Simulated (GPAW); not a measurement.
# ZrS (Fm-3m) in GPAW: convergence with bands over the usual count

Aim: find how far bands over the usual count must go before the results for ZrS settle, at LDA. This setting moves, with any that are tied to it; all else stays.

All numbers are computed with GPAW 26.7.0; they aren't measurements. Logs are shortened: lines on timing, memory, paths and dates and some standing lists are left out, and cuts for length are marked. The log counts tension as positive stress, the text compression.

## (1) Starting point

Symmetry: Fm-3m, No. 225, cubic system. The conventional cell has a = 5.250 Å, b = 5.250 Å, c = 5.250 Å, α = 90.00°, β = 90.00°, γ = 90.00°. Around Zr (site symmetry m-3m) lie 6 S at 2.62 Å. S (site symmetry m-3m) is surrounded by 6 Zr at 2.62 Å.

## (2) With bands over the usual count 0.72

Input file run.py:

```python
from ase.dft.bandgap import bandgap
from ase.io import read, write
from ase.units import GPa
from gpaw import GPAW, PW

atoms = read('POSCAR')

calc = GPAW(mode=PW(600),
            xc='LDA',
            kpts={'size': (9, 9, 9), 'gamma': True},
            occupations={'name': 'fermi-dirac', 'width': 0.05},
            nbands=14,
            convergence={'density': 1e-05, 'energy': 1e-05},
            maxiter=100,
            txt='gpaw.txt')
atoms.calc = calc
energy = atoms.get_potential_energy()
forces = atoms.get_forces()
stress = atoms.get_stress()
calc.write('gs.gpw')
write('result.traj', atoms)
print(f'Energy: {energy:.6f} eV')
print('Forces (eV/A):')
print(forces.round(4))
print('Stress (GPa):', (stress / GPa).round(3))
print('Fermi level:', round(calc.get_fermi_level(), 4), 'eV')
print(f'Gap: {bandgap(calc)[0]:.4f} eV, direct: {bandgap(calc, direct=True)[0]:.4f} eV')
```

Input file POSCAR:

```
ZrS
1.0
    0.0000000000      2.6250000000      2.6250000000
    2.6250000000      0.0000000000      2.6250000000
    2.6250000000      2.6250000000      0.0000000000
Zr S
1 1
Direct
    0.0000000000      0.0000000000      0.0000000000
    0.5000000000      0.5000000000      0.5000000000
```

Potentials or basis: the program's PAW data sets (release 1.2.1) made for this functional, pw.

Command:

```console
$ OMP_NUM_THREADS=1 python run.py
```

gpaw.txt:

```text
__  _  _
 | _ |_)|_||  |
 |__||  | ||/\| - 26.7.0

Input parameters:
  mode=PW(ecut=600.0),
  convergence={'density': 1e-05, 'energy': 1e-05},
  kpts=MonkhorstPack(size=(9, 9, 9), gamma=True),
  maxiter=100,
  nbands=14,
  occupations=Occupations(name='fermi-dirac', width=0.05),
  xc=XC(name='LDA')

Diagonalizing LCAO Hamiltonian
Converting LCAO to pw mode

               S

       Zr

Atoms  # Å, Bohr magnetons
|   | symbol |        x |        y |        z |    initial magnetic moments |
|---|--------|----------|----------|----------|-----------------------------|
| 0 |     Zr | 0.000000 | 0.000000 | 0.000000 | ( 0.0000,  0.0000,  0.0000) |
| 1 |      S | 2.625000 | 2.625000 | 2.625000 | ( 0.0000,  0.0000,  0.0000) |

Unit cell  # Å
| periodic |        x |        y |        z |  lengths |    angles |
|----------|----------|----------|----------|----------|-----------|
|      yes | 0.000000 | 2.625000 | 2.625000 | 3.712311 | 60.000000 |
|      yes | 2.625000 | 0.000000 | 2.625000 | 3.712311 | 60.000000 |
|      yes | 2.625000 | 2.625000 | 0.000000 | 3.712311 | 60.000000 |

Number of symmetries: 48
Symmetry operations  # r_c * U_cc + t_c -> r_c
|    | kind |            matrix            |
|----|------|------------------------------|
|  0 |  σ   |  1, 0, 0,  1, 0,-1,  1,-1, 0 |
|  1 |  C2  |  1, 0, 0,  1,-1, 0,  1, 0,-1 |
|  2 |  E   |  1, 0, 0,  0, 1, 0,  0, 0, 1 |
|  3 |  σ   |  1, 0, 0,  0, 0, 1,  0, 1, 0 |
|  4 |  C4  |  1, 0,-1,  1, 0, 0,  1,-1, 0 |
|  5 |  S6  |  1, 0,-1,  1,-1, 0,  1, 0, 0 |
|  6 |  σ   |  1, 0,-1,  0, 1,-1,  0, 0,-1 |
|  7 |  C3  |  1, 0,-1,  0, 0,-1,  0, 1,-1 |
|  8 |  S6  |  1,-1, 0,  1, 0, 0,  1, 0,-1 |
|  9 |  C4  |  1,-1, 0,  1, 0,-1,  1, 0, 0 |
| 10 |  C3  |  1,-1, 0,  0,-1, 1,  0,-1, 0 |
| 11 |  σ   |  1,-1, 0,  0,-1, 0,  0,-1, 1 |
| 12 |  σ   |  0, 1, 0,  1, 0, 0,  0, 0, 1 |
| 13 |  C4  |  0, 1, 0,  0, 1,-1, -1, 1, 0 |
| 14 |  C3  |  0, 1, 0,  0, 0, 1,  1, 0, 0 |
| 15 |  S6  |  0, 1, 0, -1, 1, 0,  0, 1,-1 |
| 16 |  C2  |  0, 1,-1,  1, 0,-1,  0, 0,-1 |
| 17 |  σ   |  0, 1,-1,  0, 1, 0, -1, 1, 0 |
| 18 |  S4  |  0, 1,-1,  0, 0,-1,  1, 0,-1 |
| 19 |  C4  |  0, 1,-1, -1, 1, 0,  0, 1, 0 |
| 20 |  C3  |  0, 0, 1,  1, 0, 0,  0, 1, 0 |
| 21 |  σ   |  0, 0, 1,  0, 1, 0,  1, 0, 0 |
| 22 |  S6  |  0, 0, 1,  0,-1, 1, -1, 0, 1 |
| 23 |  C4  |  0, 0, 1, -1, 0, 1,  0,-1, 1 |
| 24 |  S4  |  0, 0,-1,  1, 0,-1,  0, 1,-1 |
| 25 |  C3  |  0, 0,-1,  0, 1,-1,  1, 0,-1 |
| 26 |  C2  |  0, 0,-1,  0,-1, 0, -1, 0, 0 |
| 27 |  S6  |  0, 0,-1, -1, 0, 0,  0,-1, 0 |
| 28 |  S4  |  0,-1, 1,  1,-1, 0,  0,-1, 0 |
| 29 |  C4  |  0,-1, 1,  0, 0, 1, -1, 0, 1 |
| 30 |  C2  |  0,-1, 1,  0,-1, 0,  1,-1, 0 |
| 31 |  σ   |  0,-1, 1, -1, 0, 1,  0, 0, 1 |
| 32 |  C3  |  0,-1, 0,  1,-1, 0,  0,-1, 1 |
| 33 |  S6  |  0,-1, 0,  0, 0,-1, -1, 0, 0 |
| 34 |  S4  |  0,-1, 0,  0,-1, 1,  1,-1, 0 |
| 35 |  C2  |  0,-1, 0, -1, 0, 0,  0, 0,-1 |
| 36 |  C2  | -1, 1, 0,  0, 1, 0,  0, 1,-1 |
| 37 |  S6  | -1, 1, 0,  0, 1,-1,  0, 1, 0 |
| 38 |  S4  | -1, 1, 0, -1, 0, 1, -1, 0, 0 |
| 39 |  C3  | -1, 1, 0, -1, 0, 0, -1, 0, 1 |
| 40 |  S6  | -1, 0, 1,  0, 0, 1,  0,-1, 1 |
| 41 |  C2  | -1, 0, 1,  0,-1, 1,  0, 0, 1 |
| 42 |  C3  | -1, 0, 1, -1, 1, 0, -1, 0, 0 |
| 43 |  S4  | -1, 0, 1, -1, 0, 0, -1, 1, 0 |
| 44 |  C2  | -1, 0, 0,  0, 0,-1,  0,-1, 0 |
| 45 |  i   | -1, 0, 0,  0,-1, 0,  0, 0,-1 |
| 46 |  σ   | -1, 0, 0, -1, 1, 0, -1, 0, 1 |
| 47 |  C2  | -1, 0, 0, -1, 0, 1, -1, 1, 0 |

BZ-sampling:
  Number of BZ points: 729
  Number of IBZ points: 35

  Monkhorst-Pack size: [9, 9, 9]
  Monkhorst-Pack shift: [0, 0, 0]

K-points  # in reciprocal-cell coordinates
|     |                                coordinates |     weight |
|-----|--------------------------------------------|------------|
|   0 | (  0.00000000,   0.00000000,   0.00000000) | 0.00137174 |
|   1 | (  0.11111111,   0.11111111,   0.00000000) | 0.00823045 |
|   2 | (  0.11111111,   0.11111111,   0.11111111) | 0.01097394 |
|   3 | (  0.22222222,   0.11111111,   0.11111111) | 0.01646091 |
|   4 | (  0.22222222,   0.22222222,   0.00000000) | 0.00823045 |
|   5 | (  0.22222222,   0.22222222,   0.11111111) | 0.03292181 |
|   6 | (  0.22222222,   0.22222222,   0.22222222) | 0.01097394 |
|   7 | (  0.33333333,   0.22222222,   0.11111111) | 0.03292181 |
|   8 | (  0.33333333,   0.22222222,   0.22222222) | 0.03292181 |
|   9 | (  0.33333333,   0.33333333,  -0.33333333) | 0.01646091 |
| ... |                                            |            |
|  34 | (  0.44444444,   0.44444444,   0.44444444) | 0.01097394 |

Plane wave coefficients: 1243
Cutoff: 600.0 eV

Spin-components: 1 (collinear spins)
Bands:           14
Projectors:      11
Spin-degeneracy: 2
Datatype:        complex128

Parallelization:
  kpt:    1
  domain: 1
  band:   1

Density:
  Valence electrons: 18.0
  Components: 1
  Grid points: [21 21 21]
  Charge: 0.0  # |e|

Potential:
  Grid points: [21 21 21]

species:
  Zr:
    name:    Zirconium
    Z:       40.0
    valence: 12
    core:    28
    charge:  0.0  # [|e|]
    compensation charges:
      type: gauss
      rc: 0.40  # [Å]
      lmax: 2
    cutoffs:
      filter: 2.39  # [Å]
      core: 1.59  # [Å]
    projectors
    | kind |    occ | energy [eV] | rcut [Å] |
    |------|--------|-------------|----------|
    |   4s |  2.000 |     -54.491 |    1.323 |
    |   5s |  2.000 |      -4.587 |    1.323 |
    |   4p |  6.000 |     -32.510 |    1.334 |
    |   5p |  0.000 |      -1.548 |    1.334 |
    |   4d |  2.000 |      -3.736 |    1.244 |
    |    d |        |      23.475 |    1.244 |

    Using partial waves for Zr as LCAO basis

  S:
    name:    Sulfur
    Z:       16.0
    valence: 6
    core:    10
    charge:  0.0  # [|e|]
    compensation charges:
      type: gauss
      rc: 0.24  # [Å]
      lmax: 2
    cutoffs:
      filter: 1.77  # [Å]
      core: 1.66  # [Å]
    projectors
    | kind |    occ | energy [eV] | rcut [Å] |
    |------|--------|-------------|----------|
    |   3s |  2.000 |     -17.278 |    0.974 |
    |   3p |  4.000 |      -7.106 |    0.979 |
    |    s |        |       9.933 |    0.974 |
    |    p |        |      20.105 |    0.979 |
    |    d |        |       0.000 |    0.900 |

    Using partial waves for S as LCAO basis

Reference energy: -108611.146639  # eV

eigensolver:
  PPCG
  Converge bands: occupied
  niter=2

density mixing:
  MSR1-Mixer
  Pratt-step length: 0.05
  Maximum mixing coefficient: 0.75
  Old densities: 10
  SVD Regularization: 0.005
  Good broyden scale: 1.0
  Trust region scale: 1.0
  Backstep threshold: 4.0
  History deletion threshold: 6.0
  Fourier metric: weight=20.0, sigma=0.015

occupation numbers:
  Fermi-Dirac:
    width: 0.0500  # eV

poisson solver:
  ecut: 4800.0  # eV

xc functional:
  name: None

convergence criteria:
- Maximum integral of absolute [dens]ity change: 1e-05 electrons / valence electron
- Maximum [total energy] change in last 3 cyles: 1e-05 eV / valence electron
- Maximum integral of absolute [eigenst]ate change: 4e-08 eV^2 / valence electron
maximum number of iterations: 100

SCF iterations
|iter     | |      energy | eigst |  dens |
|---------|-|-------------|-------|-------|
|iter:   1| |  -16.124341 | +0.46 |       |
|iter:   2| |  -16.124483 | -1.32 | -1.36 |
|iter:   3| |  -16.035821 | -1.14 | -1.40 |
|iter:   4| |  -16.025078 | -2.22 | -1.84 |
|iter:   5| |  -16.026045 | -3.89 | -2.15 |
|iter:   6| |  -16.026046 | -5.15 | -3.46 |
|iter:   7| |  -16.026047c| -6.63 | -4.08 |
|iter:   8| |  -16.026047c| -7.87c| -4.62 |
|iter:   9| |  -16.026047c| -8.89c| -5.74c|

Converged in 9 steps
Energy contributions relative to reference atoms: (reference = -108611.146639)

Energy contributions:
  Kinetic:           4.325670
  Coulomb:          -4.726093
  Zero:              0.382963
  External:          0.000000
  Xc:              -16.002532
  Entropy:          -0.012108
  Spinorbit:         0.000000
  ----------------------------
  Free energy:     -16.032101
  Extrapolated:    -16.026047

dipole moment: (-19.171770, -19.171770, -19.171770)  # |e|*Ang

Fermi level: 10.917
Eigenvalues  # (at kpt = [0.000, 0.000, 0.000])
| band index |      eig [eV] | occ [0-2] |
|------------|---------------|-----------|
|          0 |       -38.878 |     2.000 |
|        ... |               |           |
|          5 |         7.492 |     2.000 |
|          6 |         7.492 |     2.000 |
|          7 |         7.492 |     2.000 |
|          8 |         9.616 |     2.000 |
|          9 |         9.616 |     2.000 |
|         10 |         9.616 |     2.000 |
|         11 |        10.278 |     2.000 |
|         12 |        10.278 |     2.000 |
|         13 |        12.760 |     0.000 |

No gap
No difference between direct/indirect transitions

Forces  # eV/Ang
|       x |        y |        z |
|---------|----------|----------|
| 0.00000 | -0.00000 |  0.00000 |  # Zr   0
| 0.00000 | -0.00000 | -0.00000 |  # S    1

Stress tensor  # eV/Ang^3
|         x |         y |         z |
|-----------|-----------|-----------|
|  0.061209 | -0.000000 |  0.000000 |
| -0.000000 |  0.061209 | -0.000000 |
|  0.000000 | -0.000000 |  0.061209 |

# Writing to gs.gpw (mode='')
```

It took 14 s on 1 thread of Arm Neoverse V1, shared host; peak memory 0.15 GiB.

What came out:

```
Free energy            : -16.0321 eV
Pressure               : -9.8 GPa
Band gap on the k mesh : none (metal or under the smearing width)
```

## (3) With bands over the usual count 0.8

Edit run.py of step 2 so:

```diff
@@ -11,3 +11,3 @@
             occupations={'name': 'fermi-dirac', 'width': 0.05},
-            nbands=14,
+            nbands=15,
             convergence={'density': 1e-05, 'energy': 1e-05},
```

POSCAR is that of step 2.

Potentials or basis: the program's PAW data sets (release 1.2.1) made for this functional, pw.

Command:

```console
$ OMP_NUM_THREADS=1 python run.py
```

It took 15 s on 1 thread of Arm Neoverse V1, shared host; peak memory 0.15 GiB.

Results (log left out):

| Item | Value |
| --- | --- |
| Free energy | -16.0321 eV |
| Pressure | -9.8 GPa |
| Band gap on the k mesh | none (metal or under the smearing width) |

## (4) With bands over the usual count 0.9

Edit run.py of step 3 so:

```diff
@@ -11,3 +11,3 @@
             occupations={'name': 'fermi-dirac', 'width': 0.05},
-            nbands=15,
+            nbands=17,
             convergence={'density': 1e-05, 'energy': 1e-05},
```

POSCAR is that of step 3.

Command:

```console
$ OMP_NUM_THREADS=1 python run.py
```

Run time: 16 s. Hardware: 1 thread of Arm Neoverse V1, shared host; peak memory 0.15 GiB.

The run converged. Its results:

```
Free energy            : -16.0321 eV
Pressure               : -9.8 GPa
Band gap on the k mesh : none (metal or under the smearing width)
```

## (5) With bands over the usual count 1

Edit run.py of step 4 so:

```diff
@@ -11,3 +11,3 @@
             occupations={'name': 'fermi-dirac', 'width': 0.05},
-            nbands=17,
+            nbands=19,
             convergence={'density': 1e-05, 'energy': 1e-05},
```

POSCAR is that of step 4.

Command:

```console
$ OMP_NUM_THREADS=1 python run.py
```

Wall time 18 s (1 thread of Arm Neoverse V1, shared host); peak memory 0.15 GiB.

It converged, with:

```yaml
Free_energy: -16.0321 eV
Pressure: -9.8 GPa
Band_gap_on_the_k_mesh: none (metal or under the smearing width)
```

## (6) With bands over the usual count 1.3

Edit run.py of step 5 so:

```diff
@@ -11,3 +11,3 @@
             occupations={'name': 'fermi-dirac', 'width': 0.05},
-            nbands=19,
+            nbands=25,
             convergence={'density': 1e-05, 'energy': 1e-05},
```

POSCAR is that of step 5.

Potentials or basis: the program's PAW data sets (release 1.2.1) made for this functional, pw.

Command:

```console
$ OMP_NUM_THREADS=1 python run.py
```

It took 23 s on 1 thread of Arm Neoverse V1, shared host; peak memory 0.16 GiB.

Results (log left out):

```
Free energy            : -16.0321 eV
Pressure               : -9.8 GPa
Band gap on the k mesh : none (metal or under the smearing width)
```

## (7) With bands over the usual count 1.7

Edit run.py of step 6 so:

```diff
@@ -11,3 +11,3 @@
             occupations={'name': 'fermi-dirac', 'width': 0.05},
-            nbands=25,
+            nbands=32,
             convergence={'density': 1e-05, 'energy': 1e-05},
```

POSCAR is that of step 6.

Command:

```console
$ OMP_NUM_THREADS=1 python run.py
```

It took 29 s on 1 thread of Arm Neoverse V1, shared host; peak memory 0.16 GiB.

It converged, with:

```
Free energy            : -16.0321 eV
Pressure               : -9.8 GPa
Band gap on the k mesh : none (metal or under the smearing width)
```

## (8) With bands over the usual count 2.5

Edit run.py of step 7 so:

```diff
@@ -11,3 +11,3 @@
             occupations={'name': 'fermi-dirac', 'width': 0.05},
-            nbands=32,
+            nbands=47,
             convergence={'density': 1e-05, 'energy': 1e-05},
```

POSCAR is that of step 7.

Command:

```console
$ OMP_NUM_THREADS=1 python run.py
```

It took 44 s on 1 thread of Arm Neoverse V1, shared host; peak memory 0.17 GiB.

The run converged. Its results:

- Free energy: -16.0321 eV
- Pressure: -9.8 GPa
- Band gap on the k mesh: none (metal or under the smearing width)

## (9) Summary

```tsv
bands over the usual count	energy less the tightest run, at zero smearing (meV/atom)	SCF cycles	CPU time (s)	peak memory (GiB)
0.72	0.00	9	14	0.15
0.8	0.00	9	15	0.15
0.9	0.00	9	16	0.15
1	0.00	9	18	0.15
1.3	0.00	9	23	0.16
1.7	0.00	9	29	0.16
2.5	0.00	10	44	0.17
```

Against the tightest run, the energy stays within 1 meV/atom from 0.72 on. The tightest run that finished is the yardstick and may itself not be fully converged.
